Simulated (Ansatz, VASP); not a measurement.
# HfC (HfC strained to the junction's net): VASP beside Ansatz

Wanted: the spread between two codes on one cell, functional and k mesh. The cell is generated by rule, not measured, and may not be a known phase. The structure shown is the end of the Ansatz relaxation below.

Program: Ansatz 0.2.0. Level of theory: plane waves, with VASP 6.6.1 beside it; single point at PBE with D3(BJ). Results are calculated unless marked as measured.

The structure was built from a prototype and need not be the compound's stable phase.

### 1. Starting point

The structure is trigonal, space group R-3m (No. 166). Conventional cell: a = 3.170 Å, b = 3.170 Å, c = 8.130 Å, α = 90.00°, β = 90.00°, γ = 120.00°. Hf has 6 C at 2.28 Å nearest. Nearest to C lie 6 Hf at 2.28 Å. Farther neighbours are not listed.

Coordinates:

```cif
data_structure
_symmetry_space_group_name_H-M 'R-3m:H'
_symmetry_Int_Tables_number 166
_cell_length_a 3.1700
_cell_length_b 3.1700
_cell_length_c 8.1295
_cell_angle_alpha 90.000
_cell_angle_beta 90.000
_cell_angle_gamma 120.000
_cell_volume 70.75
loop_
_atom_site_label
_atom_site_type_symbol
_atom_site_symmetry_multiplicity
_atom_site_Wyckoff_symbol
_atom_site_fract_x
_atom_site_fract_y
_atom_site_fract_z
_atom_site_occupancy
Hf1 Hf 3 a 0.00000 0.00000 0.00000 1
C1 C 3 b 0.33333 0.66667 0.16667 1
```

### 2. Ansatz: relaxation, PBE with D3(BJ)

Ansatz runs on its default PAW (the set named soft_2) files.

This run makes the geometry at which the two programs are then compared.

input.yaml

```yaml
crystal:
  lattice:
    - [3.17, 0.0, 0.0]
    - [-1.585, 2.74530053, 0.0]
    - [0.0, 0.0, 8.2564438946]
  atoms:
    - { symbol: Hf, position: [0.0, 0.0, 0.0] }
    - { symbol: C, position: [0.3333333333, 0.6666666667, 0.1666666667] }
    - { symbol: Hf, position: [0.6666666667, 0.3333333333, 0.3333333333] }
    - { symbol: C, position: [0.0, 0.0, 0.5] }
    - { symbol: Hf, position: [0.3333333333, 0.6666666667, 0.6666666667] }
    - { symbol: C, position: [0.6666666667, 0.3333333333, 0.8333333333] }
kpoints:
  mp_grid: { grid: [12, 12, 4] }
scf:
  occupations: { method: fermi_dirac, width: 0.1 }
  max_iter: 150
hamiltonian:
  xc: pbe
  dispersion: d3bj
relax:
  f_tol: 0.01
  max_steps: 40
  cell: { fix: [a, b, angles] }
```

Launch:

```bash
$ ansatz run input.yaml --threads 4 --pin off --max-ram 10240MiB --backend cpu --events-out ev --progress --plain --runs-dir out
```

Numbers of over 12 decimals in the logs are rounded to 6 here.

The program printed:

```text
Engine: ansatz 0.2.0, aarch64-unknown-linux-gnu
Pseudopotentials: kind: paw
Pseudopotential: Hf, paw, valence charge 26, recommended cutoff 420 eV (normal), Hf.paw.azcp
Pseudopotential: C, paw, valence charge 4, recommended cutoff 420 eV (normal), C.paw.azcp
Functional definition: PBE
  parameter kappa = 0.804
  parameter beta = 0.066725
  exchange = pbe_x(kappa = kappa, mu = beta*pi^2/3)
  correlation = pbe_c(beta = beta)
Crystal: 6 atoms, lattice volume = 71.853 Å³
Basis set: ecut = 420 eV, 1407 PW (Γ), exchange–correlation on 48×48×120 points (8 copies of the dense FFT grid, shifted against one another)
Bands: 54, of which v1, the nominal top of the filled ones, is band 45 counted from 1 (44 counted from 0)
Symmetry: 36 space group operations
Space group: R-3m (ITA 166), of the structure as read, at distance tolerance 4.2e-5 Å
k-points: 69 of 576
Non-local potential: Hf, projectors of the file, l = 0: 3, l = 1: 2, l = 2: 2, l = 3: 3
Non-local potential: C, projectors of the file, l = 0: 2, l = 1: 2, l = 2: 1
PAW form: soft (Blöchl's): semilocal exchange-correlation on the pseudo side does not see the compensation charge
PAW one-centre angular grid: Hf, 590 points (default); XC on 64 Gauss nodes
PAW one-centre angular grid: C, 110 points (default); XC on 64 Gauss nodes
Initial density: superposition of atomic densities (neutral atoms: chi_scale 0, normalization atom), corrected by the library's trained network
Initial wavefunctions: pseudopotential atomic-orbital guess
Functional: x = pbe(κ = 0.804, μ = 0.219515), c = pbe(β = 0.066725)
SCF iter   1: F=—  HF=-47924.350788 eV  |F-HF|=—  |Δ(HF+E_count)|=         —  Δρ=1.47e-3  dr2=1.11e-3  ethr=1.77e-3  ⟨swp⟩=5.0  Hψ=11127  notcnv=0  defer=6
preconditioner: auto → Kerker (q_TF=auto, 2.833 Å⁻¹)  [metal: Δε(μ)=0.053 eV  Ē_g=17.481 eV  σ=0.100 eV  W_gap=0.13  n_scr=36 (ndim 8)  ℏωp=40.1 eV  f_vac=0.000  D(μ)=0.79/eV (n_scr^D=2)]
SCF iter   2: F=—  HF=-47924.350642 eV  |F-HF|=—  |Δ(HF+E_count)|=   1.46e-4  Δρ=8.20e-4  dr2=2.85e-4  ethr=1.23e-6  ⟨swp⟩=2.3  Hψ=7348  notcnv=0  defer=22
SCF iter   3: F=—  HF=-47924.350639 eV  |F-HF|=—  |Δ(HF+E_count)|=   3.34e-6  Δρ=2.22e-4  dr2=3.21e-5  ethr=3.16e-7  ⟨swp⟩=2.0  Hψ=4322  notcnv=0  defer=22
SCF iter   4: F=—  HF=-47924.350644 eV  |F-HF|=—  |Δ(HF+E_count)|=   5.18e-6  Δρ=5.25e-5  dr2=1.52e-6  ethr=3.56e-8  ⟨swp⟩=2.1  Hψ=6004  notcnv=0  defer=22
SCF iter   5: F=—  HF=-47924.350643 eV  |F-HF|=—  |Δ(HF+E_count)|=   5.12e-7  Δρ=3.67e-5  dr2=6.27e-7  ethr=1.69e-9  ⟨swp⟩=2.6  Hψ=7320  notcnv=0  defer=22
SCF iter   6: F=—  HF=-47924.350643 eV  |F-HF|=—  |Δ(HF+E_count)|=   2.06e-7  Δρ=1.59e-5  dr2=1.15e-7  ethr=6.96e-10  ⟨swp⟩=2.1  Hψ=5659  notcnv=0  defer=22
SCF iter   7: F=-47924.350643 eV  HF=-47924.350643 eV  |F-HF|=7.97e-9  |Δ(HF+E_count)|=   4.97e-8  Δρ=3.44e-6  dr2=6.26e-9  ethr=1.11e-10  ⟨swp⟩=5.4  Hψ=15204  notcnv=0
SCF 1 converged in 7 iterations: F = -47924.350643 eV  dr2 = 6.26e-9
  greatest PAW one-centre occupation: 0.998 electrons in one spin orbital (limit 2), on the Hf atom at site 4 (counted from 0), in its partial waves of l = 0
relax step   1: F+E_penalty+E_count = -47924.35064302 eV  Δ(F+E_penalty+E_count) = +0.000e0 eV  max|allowed force component| = 1.255e-26 eV/Å  Δτ_max = 0.0000 Å  P = +7.414 GPa  Ω = 71.853 Å³  fix = [a, b, alpha, beta, gamma]  reactions: a +15.291, b +15.291 GPa  (7 SCF iters, dr2 threshold 1.00e-7 eV, accepted)
[...]
relax step   2: F+E_penalty+E_count = -47924.33123746 eV  Δ(F+E_penalty+E_count) = +1.941e-2 eV  max|allowed force component| = 2.986e-27 eV/Å  Δτ_max = 0.0000 Å  P = +18.057 GPa  Ω = 69.289 Å³  energy of the carried Pulay correction = +4.357e-3 eV  fix = [a, b, alpha, beta, gamma]  (7 SCF iters, dr2 threshold 6.00e-7 eV, rejected (line search))
[...]
relax step   3: F+E_penalty+E_count = -47924.38137399 eV  Δ(F+E_penalty+E_count) = -3.073e-2 eV  max|allowed force component| = 1.549e-28 eV/Å  Δτ_max = 0.0000 Å  P = +11.619 GPa  Ω = 70.786 Å³  energy of the carried Pulay correction = +1.794e-3 eV  fix = [a, b, alpha, beta, gamma]  reactions: a +17.571, b +17.571 GPa  (10 SCF iters, accepted)
[...]
relax step   4: F+E_penalty+E_count = -47924.38147083 eV  Δ(F+E_penalty+E_count) = -9.684e-5 eV  max|allowed force component| = 9.770e-28 eV/Å  Δτ_max = 0.0000 Å  P = +11.773 GPa  Ω = 70.748 Å³  energy of the carried Pulay correction = +1.858e-3 eV  fix = [a, b, alpha, beta, gamma]  reactions: a +17.657, b +17.657 GPa  (3 SCF iters, dr2 threshold 2.04e-7 eV, accepted)
[...]
relax step   5: F+E_penalty+E_count = -47924.37983049 eV  Δ(F+E_penalty+E_count) = +1.640e-3 eV  max|allowed force component| = 9.104e-29 eV/Å  Δτ_max = 0.0000 Å  P = +11.752 GPa  Ω = 70.748 Å³  fix = [a, b, alpha, beta, gamma]  reactions: a +17.648, b +17.648 GPa  stress off target by 3.91e-2 GPa on what of the cell is left free  SCF on the basis re-selected at this cell (its energy is not comparable with the rows above)  (6 SCF iters)
basis re-selected at this cell: Δ(F+E_penalty+E_count) = +1.640e-3 eV, ΔP = -0.021 GPa vs the last step (what re-selecting the basis moved, of the pressure what is left beyond the Pulay correction that the steps carried, after the strain that the cell walked since its last selection, with what the two solves' SCF thresholds leave and, on support functions, any second-order correction that the steps lacked; it is no m [...]
SCF converged after 6 iterations
Free energy (F): -47924.379830 eV
Harris-Foulkes:  -47924.379830 eV  (|F-HF|=1.46e-11)
Internal energy: -47924.353203 eV  (E = F + TS)
E sigma→0 (E₀):  -47924.366517 eV
Entropy (-TS):   -0.026628 eV (-4.438 meV/atom)
Fermi energy:    21.585877 eV
--- Per-component energies (eV) ---
  E_band       = 477.575456
  E_kinetic    = 1549.791405
  E_local      = -14443.624426  (includes V_loc(G=0)·N_el)
  E_nonlocal   = -3648.401845
  E_hartree    = 6883.254827
  E_xc         = -1051.918586
  E_vxc        = -987.665898  (∫ρ·V_xc dr)
  E_paw        = -21083.787472  (= ΣΔE_a)
  E_vpaw       = 4240.966782  (= ΣTr[D̂ρ^β])
  E_aug_tail   = 0.000016  (compensation charges beyond the density's cutoff)
  E_ewald      = -16127.369331
  E_disp       = -2.297792  (pairwise vdW)
  E_smearing   = -0.026628  (= −TS)
  E_closure    = -0.000000  (closes the sum)
  Σ components = -47924.379830   (vs F -47924.379830, Δ=0.00e0)
--- Forces (eV/Å), atoms counted from 1 ---
  atom   1  Hf     0.00000000    -0.00000000     0.00000000
  atom   2  C      0.00000000    -0.00000000     0.00000000
  atom   3  Hf     0.00000000    -0.00000000     0.00000000
  atom   4  C      0.00000000     0.00000000     0.00000000
  atom   5  Hf    -0.00000000     0.00000000     0.00000000
  atom   6  C     -0.00000000    -0.00000000     0.00000000
  max |Σ_I F_I| component: 1.84e-28 eV/Å
--- Stress (GPa, compression-positive) ---
       17.647897       0.000000      -0.000000
       -0.000000      17.647897       0.000000
        0.000000       0.000000      -0.039113
  P = ⅓ Tr σ = 11.7522 GPa (117.522 kbar)
--- Relaxed structure (4 steps of the walk, 3 accepted, 1 SCFs on fresh bases) ---
  F+E_penalty+E_count = -47924.37983049 eV   max|allowed force component| = 9.104e-29 eV/Å   (the final SCF, on the basis selected at the relaxed cell)
  cell:  # Å, volume = 70.7481 Å³
    - [3.170000, 0, 0]
    - [-1.585000, 2.745301, 0]
    - [0, 0, 8.129530]
  atoms:
    - { symbol: Hf, position: [0, 0, 0] }
    - { symbol: C, position: [0.333333, 0.666667, 0.166667] }
    - { symbol: Hf, position: [0.666667, 0.333333, 0.333333] }
    - { symbol: C, position: [0, 0, 0.5] }
    - { symbol: Hf, position: [0.333333, 0.666667, 0.666667] }
    - { symbol: C, position: [0.666667, 0.333333, 0.833333] }
```

### 3. VASP: single point, PBE with D3(BJ)

The same cell, functional, mesh and smearing now go to VASP, with its own data sets.

Lines of VASP's logs that name or quote its potential files are left out, and so is its time.

INCAR

```
SYSTEM = HfC
PREC = Accurate
ENCUT = 600
EDIFF = 1E-06
NELM = 120
ISMEAR = -1
SIGMA = 0.1
LREAL = .FALSE.
ALGO = Normal
GGA = PE
IVDW = 12
NBANDS = 27
LASPH = .TRUE.
LORBIT = 11
LWAVE = .FALSE.
LCHARG = .FALSE.
ISIF = 2
GGA_COMPAT = .FALSE.
KPAR = 2
```

POSCAR

```
HfC
1.0
    3.1700000000      0.0000000000      0.0000000000
   -1.5850000000      2.7453005300      0.0000000000
    0.0000000000      0.0000000000      8.1295295632
Hf C
3 3
Direct
    0.0000000000      0.0000000000      0.0000000000
    0.6666666667      0.3333333333      0.3333333333
    0.3333333333      0.6666666667      0.6666666667
    0.3333333333      0.6666666667      0.1666666667
    0.0000000000      0.0000000000      0.5000000000
    0.6666666667      0.3333333333      0.8333333333
```

KPOINTS

```
Automatic mesh
0
Gamma
12 12 4
0 0 0
```

The projector-augmented-wave data sets are Hf_pv and C (PBE family, release 64).

Launch:

```bash
$ mpirun -np 2 vasp_std
```

The program printed:

```text
[banner, memory and clock lines left out]
running    2 mpi-ranks, on    1 nodes
 distrk:  each k-point on    1 cores,    2 groups
 distr:  one band on    1 cores,    1 groups

 POSCAR found type information on POSCAR HfC
 POSCAR found :  2 types and       6 ions
 LDA part: xc-table for (Slater+PW92), standard interpolation
 POSCAR, INCAR and KPOINTS ok, starting setup
 FFT: planning ... GRIDC
 FFT: planning ... GRID_SOFT
 FFT: planning ... GRID
 WAVECAR not read
 entering main loop
       N       E                     dE             d eps       ncg     rms          rms(c)
DAV:   1     0.185798843709E+03    0.18580E+03   -0.25423E+04  3734   0.171E+03
DAV:   2    -0.608154336496E+02   -0.24661E+03   -0.23959E+03  4605   0.377E+02
DAV:   3    -0.720062989505E+02   -0.11191E+02   -0.10981E+02  4632   0.598E+01
DAV:   4    -0.721301068416E+02   -0.12381E+00   -0.12366E+00  4747   0.685E+00
DAV:   5    -0.721311848457E+02   -0.10780E-02   -0.10777E-02  4696   0.620E-01    0.110E+02
DAV:   6    -0.629346056043E+02    0.91966E+01   -0.64001E+01  4012   0.284E+01    0.756E+01
DAV:   7    -0.629318800973E+02    0.27255E-02   -0.40955E+00  4190   0.999E+00    0.159E+01
DAV:   8    -0.628193925296E+02    0.11249E+00   -0.55996E-01  4667   0.282E+00    0.274E+00
DAV:   9    -0.628128877468E+02    0.65048E-02   -0.56410E-02  4348   0.120E+00    0.221E+00
DAV:  10    -0.628115216464E+02    0.13661E-02   -0.84133E-03  4374   0.435E-01    0.442E-01
DAV:  11    -0.628114637798E+02    0.57867E-04   -0.38910E-04  4398   0.126E-01    0.398E-01
DAV:  12    -0.628114582552E+02    0.55246E-05   -0.43693E-05  4809   0.328E-02    0.870E-02
DAV:  13    -0.628114592121E+02   -0.95698E-06   -0.17304E-06  3457   0.782E-03
   1 F= -.65108502E+02 E0= -.65095326E+02  d E =-.263531E-01
```

From OUTCAR (step 3):

```text
ion  position               nearest neighbor table
   1  0.000  0.000  0.000-   4 2.28   6 2.28   6 2.28   4 2.28   6 2.28   4 2.28   2 3.27   3 3.27
                             3 3.27   2 3.27   2 3.27   3 3.27
   2  0.667  0.333  0.333-   4 2.28   4 2.28   4 2.28   5 2.28   5 2.28   5 2.28   1 3.27   1 3.27
                             1 3.27   3 3.27   3 3.27   3 3.27
   3  0.333  0.667  0.667-   6 2.28   6 2.28   6 2.28   5 2.28   5 2.28   5 2.28   1 3.27   1 3.27
                             1 3.27   2 3.27   2 3.27   2 3.27
   4  0.333  0.667  0.167-   2 2.28   2 2.28   2 2.28   1 2.28   1 2.28   1 2.28
   5  0.000  0.000  0.500-   2 2.28   3 2.28   2 2.28   3 2.28   2 2.28   3 2.28
   6  0.667  0.333  0.833-   3 2.28   3 2.28   3 2.28   1 2.28   1 2.28   1 2.28

  LATTYP: Found a hexagonal cell.
 ALAT       =     3.1700000000
 C/A-ratio  =     2.5645203669

 Subroutine GETGRP returns: Found 12 space group operations
 (whereof 12 operations were pure point group operations)

The static configuration has the point symmetry D_3d.

 Found     69 irreducible k-points:

   k-points           NKPTS =     69   k-points in BZ     NKDIM =     69   number of bands    NBANDS=     27

   dimension x,y,z NGX =    28 NGY =   28 NGZ =   70
   dimension x,y,z NGXF=    56 NGYF=   56 NGZF=  140

   ENCUT  =  600.0 eV  44.10 Ry    6.64 a.u.   6.33  6.33 16.24*2*pi/ulx,y,z

   NELECT =      42.0000    total number of electrons

 k-points in reciprocal lattice and weights: Automatic mesh
   0.00000000  0.00000000  0.00000000       0.002
   0.08333333  0.00000000  0.00000000       0.010
   0.16666667  0.00000000  0.00000000       0.010
   0.25000000  0.00000000  0.00000000       0.010
   0.33333333  0.00000000  0.00000000       0.010
   0.41666667  0.00000000  0.00000000       0.010
   0.50000000  0.00000000  0.00000000       0.005
   0.08333333  0.08333333  0.00000000       0.010
   0.16666667  0.08333333  0.00000000       0.021
[...]
0.33333333  0.25000000  0.50000000       0.021
   0.33333333  0.33333333  0.50000000       0.003

 average (electrostatic) potential at core
       1 -34.6761       2 -34.6761       3 -34.6761       4 -47.0780       5 -47.0780
       6 -47.0780

 E-fermi :   6.4626

 k-point     1 :       0.0000    0.0000    0.0000
  band No.  band energies     occupation
    ...
     14       1.7235      2.00000
     15       4.1037      2.00000
     16       4.1037      2.00000
     17       4.1037      2.00000
     18       4.1037      2.00000
     19       7.2726      0.00061
     20       7.3781      0.00021
     21       7.6075      0.00002
     22       7.6075      0.00002
     23       8.0722      0.00000
    ...

 k-point     2 :       0.0833    0.0000    0.0000
  band No.  band energies     occupation
    ...
     15       3.9419      2.00000
     16       3.9769      2.00000
     17       4.2195      2.00000
     18       4.3770      2.00000
     19       6.4244      1.18863
     20       6.6305      0.31435
     21       6.9561      0.01427
     22       7.6013      0.00002
     23       8.5402      0.00000
     24       8.5700      0.00000
    ...

 k-point     3 :       0.1667    0.0000    0.0000
  band No.  band energies     occupation
    ...
     17       4.0928      2.00000
     18       4.8159      2.00000
     19       4.8930      2.00000
     20       5.5795      1.99971
     21       6.0853      1.95507
     22       7.8058      0.00000
     23       8.3407      0.00000
     24       9.1846      0.00000
     25       9.2532      0.00000
     26      10.1594      0.00000
    ...

 Edisp (eV)   -2.29704

  Total       7.59042     7.59042    -0.22646     0.00000    -0.00000     0.00000
  in kB     171.89437   171.89437    -5.12845     0.00000    -0.00000     0.00000
  external pressure =      112.89 kB  Pullay stress =        0.00 kB

  energy-cutoff  :      600.00
  volume of cell :       70.75
      direct lattice vectors                 reciprocal lattice vectors
     3.170000000  0.000000000  0.000000000     0.315457413  0.182129422  0.000000000
    -1.585000000  2.745300530  0.000000000     0.000000000  0.364258845  0.000000000
     0.000000000  0.000000000  8.129529563     0.000000000  0.000000000  0.123008348

 POSITION                                       TOTAL-FORCE (eV/Angst)
 -----------------------------------------------------------------------------------
      0.00000      0.00000      0.00000        -0.000000      0.000000     -0.000000
      1.58500      0.91510      2.70984        -0.000000      0.000000     -0.000000
     -0.00000      1.83020      5.41969         0.000000     -0.000000      0.000000
     -0.00000      1.83020      1.35492         0.000000     -0.000000      0.000000
      0.00000      0.00000      4.06476        -0.000000      0.000000     -0.000000
      1.58500      0.91510      6.77461        -0.000000      0.000000     -0.000000
 -----------------------------------------------------------------------------------
    total drift:                               -0.000000      0.000000      0.000000

  FREE ENERGIE OF THE ION-ELECTRON SYSTEM (eV)
  ---------------------------------------------------
  free  energy   TOTEN  =       -65.1085022639 eV

  energy  without entropy=      -65.0821491659  energy(sigma->0) =      -65.09532571

 total charge
# of ion       s       p       d       tot
------------------------------------------
    1        0.329   6.696   1.774   8.799
    2        0.329   6.696   1.774   8.799
    3        0.329   6.696   1.774   8.799
    4        0.882   1.551   0.000   2.433
    5        0.882   1.551   0.000   2.433
    6        0.882   1.551   0.000   2.433
--------------------------------------------------
tot          3.632  24.741   5.323  33.695

[... 3 further parts left out ...]
```

The run ends at a pressure of 11.29 GPa.

### 4. Differences

Known differences besides the potentials themselves: the data sets hold 90 valence electrons in Ansatz (on its default PAW (the set named soft_2) files) and 42 in VASP; the cutoff is 420 eV in Ansatz and 600 eV in VASP; Ansatz's pressure holds a Pulay correction, VASP's none. Total energies have different zeros and are not compared.

Compared:

```tsv
quantity	Ansatz	VASP	difference
pressure (GPa)	11.75	11.29	+0.46
```

### 5. Results

| Property | Result |
| --- | --- |
| difference in pressure (single point, PBE with D3(BJ)) | 0.46 GPa |

The difference in pressure is 0.46 GPa (single point, PBE with D3(BJ)), within the 1 GPa picked in this series as the mark of a large difference. The data sets hold unlike numbers of valence electrons (90 in Ansatz and 42 in VASP), so part of the differences comes from the potentials. Such differences can come from data sets, numerical settings and the points named under the comparisons, not from the functional's error against experiment.

[Lines on the potential files, build, host, timing and source positions are cut from VASP's logs without a mark.]

[Logs are printed without paths, hosts, clocks, repeated set-up lines and the standing remarks that a program may print on its own settings, such as how far it seeks lower states.]

[Hosts, paths, dates, database ids (printed as entryN), source tags and the programs' standing remarks are cut or masked in the printed files.]
